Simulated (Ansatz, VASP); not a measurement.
Si: VASP beside Ansatz

```
Si
1.0
     0.00000    2.62137    2.62137
     2.62137    0.00000    2.62137
     2.62137    2.62137    0.00000
Si
2
Direct
  0.50000 0.50000 0.50000
  0.75000 0.75000 0.75000
```

Alike in both runs: task single point; functional PBE; k mesh 9 × 9 × 9; occupations fermi-dirac, width 0.05 eV; no spin polarisation.

|  | VASP | Ansatz |
| --- | --- | --- |
| version | VASP 6.6.1 | Ansatz 0.2.0 |
| potentials or method | VASP PAW PBE potentials, release 64 (Si) | plane waves (420 eV) with PAW, scalar-relativistic |
| plane-wave cutoff (eV) | 520 | 420 |
| valence electrons in the cell | 8 | 8 |

|  | VASP | Ansatz | Ansatz less VASP |
| --- | --- | --- | --- |
| pressure (GPa) | 14.7 | 14.8 | +0.09 |
